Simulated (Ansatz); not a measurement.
The following input was run with Ansatz 0.2.0.

```yaml
crystal:
  lattice:
    - [2.6466336644, 0.0, 0.0]
    - [-1.3233168322, 2.2920519879, 0.0]
    - [0.0, 0.0, 2.4338351686]
  atoms:
    - { symbol: Mo, position: [0.0, 0.0, 0.5] }
basis:
  ecutwfc: 420
kpoints:
  mp_grid: { grid: [18, 18, 16] }
hamiltonian:
  xc: pbe
scf:
  occupations: { method: gaussian, width: 0.1 }
output:
  forces: true
  stress: true
  eigenvalues: true
  populations: true
```

Run as
```bash
ansatz run input.yaml --threads 1 --pin off --max-ram 1331MiB --backend cpu --events-out ev --progress --plain --runs-dir out
```

All numbers below come from Ansatz 0.2.0, DFT PBE, scalar-relativistic, plane waves, PAW.

From the run's log, abridged (final results; tables in files aren't shown):

```
SCF 1 converged in 6 iterations: F = -4954.945933 eV  dr2 = 8.44e-11
SCF converged after 6 iterations
Free energy (F): -4954.945933 eV
Harris-Foulkes:  -4954.945933 eV  (|F-HF|=3.09e-11)
Internal energy: -4954.941759 eV  (E = F + TS)
E sigma→0 (E₀):  -4954.943846 eV
Entropy (-TS):   -0.004174 eV (-4.174 meV/atom)
Fermi energy:    22.359085 eV
--- Per-component energies (eV) ---
  E_band       = -34.746033
  E_kinetic    = 447.269826
  E_local      = -778.757502  (includes V_loc(G=0)·N_el)
  E_nonlocal   = 145.557028
  E_hartree    = 263.913766
  E_xc         = -184.872807
  E_vxc        = -230.908060  (∫ρ·V_xc dr)
  E_paw        = -3202.535316  (= ΣΔE_a)
  E_vpaw       = -145.734996  (= ΣTr[D̂ρ^β])
  E_aug_tail   = 0.000046  (compensation charges beyond the density's cutoff)
  E_ewald      = -1645.516800
  E_smearing   = -0.004174  (= −TS)
--- Forces (eV/Å), atoms counted from 1 ---
  atom   1  Mo     0.00000000     0.00000000     0.00000000
--- Stress (GPa, compression-positive) ---
       36.136458       0.000000       0.000000
        0.000000      36.136458       0.000000
        0.000000       0.000000      31.955633
  P = ⅓ Tr σ = 34.7428 GPa (347.428 kbar)
--- Band table (eV; the first three rows and the last of 333) ---
  k-point 0: bands = ["-38.7230", "-11.7248", "-11.7248", "-11.5151", "15.2970", "17.3786", "21.2524", "21.2524", "27.2798", "27.2798", "35.2434"]
  k-point 1: bands = ["-38.7083", "-11.7155", "-11.7155", "-11.6232", "15.4287", "17.5803", "21.2880", "21.2880", "27.0578", "27.0578", "35.3266"]
  k-point 2: bands = ["-38.6664", "-11.9246", "-11.6891", "-11.6891", "15.7758", "18.1925", "21.3909", "21.3909", "26.4700", "26.4700", "35.5740"]
  k-point 332: bands = ["-37.9694", "-13.6262", "-12.6941", "-12.6941", "17.7988", "17.7988", "22.4216", "22.4216", "28.5764", "34.8841", "38.3758"]
--- Löwdin populations: 1 site ---
  site symbol q [e]
     0     Mo     13.9422
  spilling = 0.004131 (of n_electrons = 14.000000)
```

The calculation finished and met its thresholds.